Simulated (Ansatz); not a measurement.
Crystal: Al.

```
Al
1.0
    -1.59122    1.59122    1.59122
     1.59122   -1.59122    1.59122
     1.59122    1.59122   -1.59122
Al
1
Direct
  0.00000 0.00000 0.00000
```

This isn't the form of Al at room conditions, which is fcc.

Program: Ansatz 0.2.0. Alike in all runs: potentials or basis Ansatz PAW; no spin polarisation; cell as given; k mesh 12 × 12 × 12.

Order these runs on this cell by their pressure, lowest first.
A. level PBE; cutoff (eV) 420; smearing gaussian 0.023 eV
B. level BLYP; cutoff (eV) 420; smearing fermi-dirac 0.05 eV; points for each segment of the path 14
C. level r2SCAN; cutoff (eV) 500; smearing fermi-dirac 0.05 eV; points for each segment of the path 14

C (0.4 GPa), A (3.9 GPa), B (7.6 GPa).

Caveats: the PAW data sets come from PBE, with cores solved anew for the run's functional, which leaves a small shift of forces and pressure (some runs).
